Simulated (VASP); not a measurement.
# Mo in VASP: a series of runs

The runs below take Mo through single point, relaxation of the atoms, with PBE.

Everything below comes from runs of VASP 6.6.1. Logs are shortened: lines on timing, memory, paths and dates and some standing lists are left out, and cuts for length are marked.

### 1 Starting point

The cell holds a slab with vacuum, 4 atoms: a = 3.162 Å, b = 3.162 Å, c = 19.743 Å, α = 90.00°, β = 90.00°, γ = 90.00°.

The slab is cut from a database's or a generator's crystal, which needn't be the stable form of the element.

### 2 Single point, PBE

The input, INCAR:

```
SYSTEM = Mo
ALGO = Fast
DIPOL = 0.5 0.5 0.500
EDIFF = 1E-6
ENCUT = 520
GGA = PE
ICORELEVEL = 1
IDIPOL = 3
ISIF = 2
ISMEAR = 1
KPAR = 2
LASPH = .TRUE.
LCHARG = .FALSE.
LDIPOL = .TRUE.
LREAL = .FALSE.
LVACPOTAV = .TRUE.
LVHAR = .TRUE.
LWAVE = .FALSE.
NBANDS = 36
NELM = 80
PREC = Accurate
SIGMA = 0.1
```

The input, KPOINTS:

```
k-points
0
G
  12 12 1
  0 0 0
```

The input, POSCAR:

```
Mo
1.0
    3.1617840000      0.0000000000      0.0000000000
    0.0000000000      3.1617840000      0.0000000000
    0.0000000000      0.0000000000     19.7426760000
Mo
4
Direct
    0.5000000000      0.5000000000      0.3798877100
    0.0000000000      0.0000000000      0.4599625700
    0.5000000000      0.5000000000      0.5400374300
    0.0000000000      0.0000000000      0.6201122900
```

Potentials or basis: VASP PAW PBE potentials, release 64 (Mo_sv).

Command:

```console
$ cat potpaw_PBE.64/Mo_sv/POTCAR > POTCAR
$ mpirun -np 2 vasp_std > vasp.out
```

OUTCAR:

```text
SYSTEM = Mo
   EDIFF = 1E-6
   ENCUT = 520
   GGA = PE
   ISIF = 2
   ISMEAR = 1
   LASPH = .TRUE.
   LREAL = .FALSE.
   NELM = 80
   PREC = Accurate

 ion  position               nearest neighbor table
   1  0.500  0.500  0.380-   2 2.74   2 2.74   2 2.74   2 2.74   3 3.16
   2  0.000  0.000  0.460-   3 2.74   3 2.74   3 2.74   3 2.74   1 2.74   1 2.74   1 2.74   1 2.74
                             4 3.16
   3  0.500  0.500  0.540-   2 2.74   2 2.74   2 2.74   2 2.74   4 2.74   4 2.74   4 2.74   4 2.74
                             1 3.16
   4  0.000  0.000  0.620-   3 2.74   3 2.74   3 2.74   3 2.74   2 3.16

  LATTYP: Found a simple tetragonal cell.
 ALAT       =     3.1617840000
 C/A-ratio  =     6.2441570961

  Lattice vectors:

 A1 = (   3.1617840000,   0.0000000000,   0.0000000000)
 A2 = (   0.0000000000,   3.1617840000,   0.0000000000)
 A3 = (   0.0000000000,   0.0000000000,  19.7426760000)

Analysis of symmetry for initial positions (statically):
=====================================================================
 Subroutine PRICEL returns:
 Original cell was already a primitive cell.

 Routine SETGRP: Setting up the symmetry group for a
 simple tetragonal supercell.

 Subroutine GETGRP returns: Found 16 space group operations
 (whereof  8 operations were pure point group operations)
 out of a pool of 16 trial point group operations.

The static configuration has the point symmetry C_4v.
 The point group associated with its full space group is D_4h.

Analysis of symmetry for dynamics (positions and initial velocities):
=====================================================================
 Subroutine PRICEL returns:
 Original cell was already a primitive cell.

 Routine SETGRP: Setting up the symmetry group for a
 simple tetragonal supercell.

 Subroutine GETGRP returns: Found 16 space group operations
 (whereof  8 operations were pure point group operations)
 out of a pool of 16 trial point group operations.

The dynamic configuration has the point symmetry C_4v.
 The point group associated with its full space group is D_4h.

 Subroutine INISYM returns: Found 16 space group operations
 (whereof  8 operations are pure point group operations),
 and found     1 'primitive' translations

----------------------------------------------------------------------------------------

                                     Primitive cell

  volume of cell :     197.3651

  direct lattice vectors                    reciprocal lattice vectors
     3.161784000  0.000000000  0.000000000     0.316277140  0.000000000  0.000000000
[... 110 lines left out ...]
     AMIX_MAG =   1.60;   BMIX_MAG =  1.00
  volume/ion in A,a.u.               =      49.34       332.97
  Fermi-wavevector in a.u.,A,eV,Ry     =   1.075757  2.032885 15.745374  1.157252
  Thomas-Fermi vector in A             =   2.211622
   LORBIT       =      0    0 simple, 1 ext, 2 COOP (PROOUT), +10 PAW based schemes
   GGA     = PE    functional components
   LHFCALC =     F    Hartree Fock is set to
   AEXX    =    0.0000 exact exchange contribution
   IVDW    =     0    specifies the selected vdW correction
   LEPSILON=     F    determine dielectric tensor
   LRPA    =     F    only Hartree local field effects (RPA)
 non-spin polarized calculation
 RMM-DIIS sequential band-by-band and
 Methfessel and Paxton  Order N= 1 SIGMA  =   0.10
  energy-cutoff  :      520.00
  volume of cell :      197.37
 maximum number of plane-waves:      5380
 NGX is ok and might be reduce to    24
   NGX = 11   NGY = 11   NGZ = 73

 dipolmoment           0.000000      0.000000      0.000000 electrons x Angstroem

 number of electron      56.0000015 magnetization

 dipolmoment           0.000000      0.000000     -0.000000 electrons x Angstroem

 Free energy of the ion-electron system (eV)
  ---------------------------------------------------
  ext. energy  EPLUGINS =         0.00000000
  ---------------------------------------------------
  free energy    TOTEN  =       -39.35892788 eV

  energy without entropy =      -39.35657724  energy(sigma->0) =      -39.35814434

 the core state eigenenergies are
   1-  1s -19814.4421  2s  -2794.4644  2p  -2497.4801  3s   -471.6521  3p   -374.3590
       3d   -216.1740
   2-  1s -19814.4650  2s  -2794.6374  2p  -2497.6395  3s   -471.8404  3p   -374.5476
       3d   -216.3700
   3-  1s -19814.4650  2s  -2794.6374  2p  -2497.6395  3s   -471.8404  3p   -374.5476
       3d   -216.3700
   4-  1s -19814.4421  2s  -2794.4644  2p  -2497.4801  3s   -471.6521  3p   -374.3590
       3d   -216.1740

 E-fermi :   1.4015     XC(G=0):  -5.4864

 val. band max:        1.3946795209   @ k =   0.4167   0.1667   0.0000
 cond. band min:       1.4050278244   @ k =   0.4167   0.0833   0.0000
 fundamental gap:      0.0103483035
 Fermi energy:         1.4015014189

 k-point     1 :       0.0000    0.0000    0.0000
  band No.  band energies     occupation
      1     -59.5867      2.00000
      2     -59.3943      2.00000
      3     -59.1822      2.00000
      4     -59.1572      2.00000
      5     -33.8350      2.00000
      6     -33.7418      2.00000
[... 925 lines left out ...]
     35       4.0358      0.00000
     36       4.0621      0.00000

 [... further k-points ...]

------------------------ aborting loop because EDIFF is reached ----------------------------------------

  FORCE on cell =-STRESS in cart. coord.  units (eV):
  Direction    XX          YY          ZZ          XY          YZ          ZX
  --------------------------------------------------------------------------------------
  -------------------------------------------------------------------------------------
  Total       -7.5284255     -7.5284255     -5.5529805      0.0000000      0.0000000      0.0000000
  in kB      -61.1145086    -61.1145086    -45.0781745      0.0000000      0.0000000      0.0000000
  external PRESSURE =     -55.7690639 kB  Pullay stress =       0.0000000 kB

 VOLUME and BASIS-vectors are now :
 -----------------------------------------------------------------------------
  energy-cutoff  :      520.00
  volume of cell :      197.37
      direct lattice vectors                 reciprocal lattice vectors
     3.161784000  0.000000000  0.000000000     0.316277140  0.000000000  0.000000000
     0.000000000  3.161784000  0.000000000     0.000000000  0.316277140  0.000000000
     0.000000000  0.000000000 19.742676000     0.000000000  0.000000000  0.050651695

 POSITION                                       TOTAL-FORCE (eV/Angst)
 -----------------------------------------------------------------------------------
      1.58089      1.58089      7.50000        -0.000000     -0.000000      1.718666
      0.00000      0.00000      9.08089        -0.000000     -0.000000     -1.660153
      1.58089      1.58089     10.66178         0.000000      0.000000      1.660153
      0.00000      0.00000     12.24268        -0.000000      0.000000     -1.718666
 -----------------------------------------------------------------------------------
    total drift:                                0.000000     -0.000000     -0.000000

  FREE ENERGIE OF THE ION-ELECTRON SYSTEM (eV)
  ---------------------------------------------------
  free  energy   TOTEN  =       -39.3589278846 eV

  energy  without entropy=      -39.3565772380  energy(sigma->0) =      -39.35814434

 vacuum level on the upper side and lower side of the slab         5.224         5.224
```

stdout:

```text
POSCAR found type information on POSCAR Mo
 POSCAR found :  1 types and       4 ions
 scaLAPACK will be used
 LDA part: xc-table for (Slater+PW92), standard interpolation
 POSCAR, INCAR and KPOINTS ok, starting setup
 FFT: planning ... GRIDC
 FFT: planning ... GRID_SOFT
 FFT: planning ... GRID
 WAVECAR not read
 entering main loop
 -----------------------------------------------------------------------------
|                                                                             |
|           W    W    AA    RRRRR   N    N  II  N    N   GGGG   !!!           |
|           W    W   A  A   R    R  NN   N  II  NN   N  G    G  !!!           |
|           W    W  A    A  R    R  N N  N  II  N N  N  G       !!!           |
|           W WW W  AAAAAA  RRRRR   N  N N  II  N  N N  G  GGG   !            |
|           WW  WW  A    A  R   R   N   NN  II  N   NN  G    G                |
|           W    W  A    A  R    R  N    N  II  N    N   GGGG   !!!           |
|                                                                             |
|     Did not find any points to average over, which means that no vacuum     |
|     field-free region was found. Please increase the size of  your cell     |
|     in the dimension of the dipole correction to obtain accurate            |
|     workfunction values.                                                    |
|                                                                             |
 -----------------------------------------------------------------------------
```

It took 2 min on 2 MPI ranks of Intel Xeon Platinum 8488C (Sapphire Rapids), shared host; peak memory 0.35 GiB.

Results:

* Free energy: -39.3589 eV
* Largest force: 1.719 eV/Å
* Band gap on the k mesh: none (metal or under the smearing width)
* Work function of the upper face: 3.82 eV
* Work function of the lower face: 3.82 eV

Forces in eV/Å, atoms in the order of the input:
```
Mo   0.000  0.000  1.719
Mo   0.000  0.000 -1.660
Mo   0.000  0.000  1.660
Mo   0.000  0.000 -1.719
```

Core levels (eV, on the scale of the bands):
| atom | levels |
| --- | --- |
| 1 Mo | 1s -19814.4, 2s -2794.5, 2p -2497.5, 3s -471.7, 3p -374.4, 3d -216.2 |
| 2 Mo | 1s -19814.5, 2s -2794.6, 2p -2497.6, 3s -471.8, 3p -374.5, 3d -216.4 |
| 3 Mo | 1s -19814.5, 2s -2794.6, 2p -2497.6, 3s -471.8, 3p -374.5, 3d -216.4 |
| 4 Mo | 1s -19814.4, 2s -2794.5, 2p -2497.5, 3s -471.7, 3p -374.4, 3d -216.2 |

### 3 Relaxation of the atoms, PBE

The input, INCAR:

```
SYSTEM = Mo
PREC = Accurate
ENCUT = 520
EDIFF = 1E-6
ISMEAR = 1
SIGMA = 0.1
LREAL = .False.
LASPH = .True.
NELM = 80
ALGO = Normal
ISIF = 2
LWAVE = .False.
LCHARG = .False.
LDIPOL = .True.
IDIPOL = 3
DIPOL = 0.5 0.5 0.500
GGA = PE
IBRION = 2
NSW = 80
EDIFFG = -0.02
KPAR = 2
```

The input, KPOINTS:

```
Automatic mesh
0
Gamma
  12 12 1
  0 0 0
```

POSCAR is that of step 2.

Potentials or basis: VASP PAW PBE potentials, release 64 (Mo_sv).

Command:

```console
$ cat potpaw_PBE.64/Mo_sv/POTCAR > POTCAR
$ mpirun -np 2 vasp_std > vasp.out
```

Wall time 6.1 min (2 MPI ranks of Intel Xeon Platinum 8488C (Sapphire Rapids), shared host); peak memory 0.35 GiB.

It converged, with:

| Property | Result |
| --- | --- |
| Free energy | -39.7710 eV |
| Energy gained by relaxing | 103.0 meV/atom |
| Ionic steps | 9 |
| Largest force after relaxing | 0.016 eV/Å |
| Band gap on the k mesh | none (metal or under the smearing width) |

Forces in eV/Å, atoms in the order of the input:
```
Mo   0.000  0.000  0.010
Mo   0.000  0.000 -0.016
Mo   0.000  0.000  0.016
Mo   0.000  0.000 -0.010
```

The path:
| step | energy change (eV) | largest force (eV/Å) | pressure (GPa) |
| --- | --- | --- | --- |
| 1 | 0.0000 | 1.7196 | -5.58 |
| 2 | -0.3502 | 0.7256 | -3.50 |
| 3 | -0.3795 | 0.4325 | -2.62 |
| 4 | -0.3806 | 0.3975 | -2.34 |
| 5 | -0.3808 | 0.3514 | -2.42 |
| 6 | -0.4012 | 0.2344 | -1.93 |
| 7 | -0.4119 | 0.0425 | -1.21 |
| 8 | -0.4119 | 0.0452 | -1.25 |
| 9 | -0.4121 | 0.0157 | -1.33 |

Final structure:
```cif
data_structure
_symmetry_space_group_name_H-M 'P 1'
_symmetry_Int_Tables_number 1
_cell_length_a 3.1618
_cell_length_b 3.1618
_cell_length_c 19.7427
_cell_angle_alpha 90.000
_cell_angle_beta 90.000
_cell_angle_gamma 90.000
_cell_volume 197.37
loop_
_atom_site_label
_atom_site_type_symbol
_atom_site_fract_x
_atom_site_fract_y
_atom_site_fract_z
_atom_site_occupancy
Mo1 Mo 0.50000 0.50000 0.38824 1
Mo2 Mo 0.00000 0.00000 0.45621 1
Mo3 Mo 0.50000 0.50000 0.54379 1
Mo4 Mo 0.00000 0.00000 0.61176 1
```

Levels at points of the mesh, in eV from the Fermi level:
```csv
k point,band 24,band 25,band 26,band 27,band 28,band 29,band 30,band 31,band 32,band 33
"(0.00, 0.00, 0.00)",-0.82,-0.82,-0.22,-0.22,-0.18,-0.12,-0.03,0.14,0.90,0.90
"(0.50, 0.00, 0.00)",-2.10,-1.08,-1.08,-0.06,-0.06,1.21,1.21,1.68,1.68,2.75
"(0.50, 0.50, 0.00)",-1.94,-1.02,-1.02,1.49,1.49,1.57,1.57,2.26,2.26,2.60
```

### 4 Single point, PBE

The input, INCAR:

```
SYSTEM = Mo
ALGO = Fast
DIPOL = 0.5 0.5 0.500
EDIFF = 1E-6
ENCUT = 520
GGA = PE
ICORELEVEL = 1
IDIPOL = 3
ISIF = 2
ISMEAR = 1
KPAR = 2
LASPH = .TRUE.
LCHARG = .FALSE.
LDIPOL = .TRUE.
LREAL = .FALSE.
LVACPOTAV = .TRUE.
LVHAR = .TRUE.
LWAVE = .FALSE.
NBANDS = 36
NELM = 80
PREC = Accurate
SIGMA = 0.1
```

The input, KPOINTS:

```
k-points
0
G
  12 12 1
  0 0 0
```

The input, POSCAR:

```
Mo                                      
1.0
    3.1617840000      0.0000000000      0.0000000000
    0.0000000000      3.1617840000      0.0000000000
    0.0000000000      0.0000000000     19.7426760000
  Mo            
     4
Direct
     0.5000000000000000    0.5000000000000000    0.3882378593940708
     0.0000000000000000    0.0000000000000000    0.4562131302690834
     0.5000000000000000    0.5000000000000000    0.5437868697309165
     0.0000000000000000    0.0000000000000000    0.6117621406059292
```

Command:

```console
$ cat potpaw_PBE.64/Mo_sv/POTCAR > POTCAR
$ mpirun -np 2 vasp_std > vasp.out
```

It took 1.9 min on 2 MPI ranks of Intel Xeon Platinum 8488C (Sapphire Rapids), shared host; peak memory 0.35 GiB.

The run converged. Its results:

```
Free energy                     : -39.7710 eV
Largest force                   : 0.016 eV/Å
Band gap on the k mesh          : none (metal or under the smearing width)
Work function of the upper face : 3.84 eV
Work function of the lower face : 3.84 eV
```

Forces on the atoms (eV/Å):
```
Mo   0.000  0.000  0.010
Mo   0.000  0.000 -0.016
Mo   0.000  0.000  0.016
Mo   0.000  0.000 -0.010
```

Levels at points of the mesh, in eV from the Fermi level:
| k point | band 24 | band 25 | band 26 | band 27 | band 28 | band 29 | band 30 | band 31 | band 32 | band 33 |
| --- | --- | --- | --- | --- | --- | --- | --- | --- | --- | --- |
| (0.00, 0.00, 0.00) | -0.82 | -0.82 | -0.22 | -0.22 | -0.18 | -0.12 | -0.03 | 0.14 | 0.90 | 0.90 |
| (0.50, 0.00, 0.00) | -2.10 | -1.08 | -1.08 | -0.06 | -0.06 | 1.21 | 1.21 | 1.68 | 1.68 | 2.75 |
| (0.50, 0.50, 0.00) | -1.94 | -1.02 | -1.02 | 1.49 | 1.49 | 1.57 | 1.57 | 2.26 | 2.27 | 2.61 |

Core levels (eV, on the scale of the bands):
| atom | levels |
| --- | --- |
| 1 Mo | 1s -19814.1, 2s -2794.2, 2p -2497.2, 3s -471.4, 3p -374.1, 3d -215.9 |
| 2 Mo | 1s -19814.3, 2s -2794.5, 2p -2497.5, 3s -471.7, 3p -374.4, 3d -216.2 |
| 3 Mo | 1s -19814.3, 2s -2794.5, 2p -2497.5, 3s -471.7, 3p -374.4, 3d -216.2 |
| 4 Mo | 1s -19814.1, 2s -2794.2, 2p -2497.2, 3s -471.4, 3p -374.1, 3d -215.9 |
